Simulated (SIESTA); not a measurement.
The system is CdTe.

```
CELL_PARAMETERS angstrom
0.00000 3.20500 3.20500
3.20500 0.00000 3.20500
3.20500 3.20500 0.00000
ATOMIC_POSITIONS crystal
Te 0.75000 0.75000 0.75000
Cd 0.00000 0.00000 0.00000
```

Base run:

* Program: SIESTA 5.4.2
* Functional: PBE
* Potentials or basis: PseudoDojo 0.4 standard (PBE files)
* Basis: TZTP (energy shift 0.01 Ry)
* Grid cutoff: 800 Ry
* Energy shift: 0.01 Ry
* k mesh: 7 × 7 × 7
* Occupations: fermi-dirac, width 0.05 eV
* Spin: no spin polarisation

Its results: band gap on the k mesh 1.01 eV, direct; pressure 2.7 GPa.

Q: After a change of settings the same cell gave: band gap on the k mesh 1.07 eV, direct; pressure 2.7 GPa. Which change was it?
A. basis from TZTP (energy shift 0.01 Ry) to DZP (energy shift 0.01 Ry)
B. basis from TZTP (energy shift 0.01 Ry) to DZP (energy shift 0.002 Ry); energy shift from 0.01 Ry to 0.002 Ry
C. basis from TZTP (energy shift 0.01 Ry) to TZDP (energy shift 0.002 Ry); energy shift from 0.01 Ry to 0.002 Ry

A: A.

Caveats: semicore shells carry a single zeta, which can move pressures by several GPa and volumes by a few percent; spin-orbit coupling is left out, which moves the levels of the heavy elements; the basis of atomic orbitals isn't converged, which shifts pressures, moduli and gaps.

Not every run made on this cell is shown here.
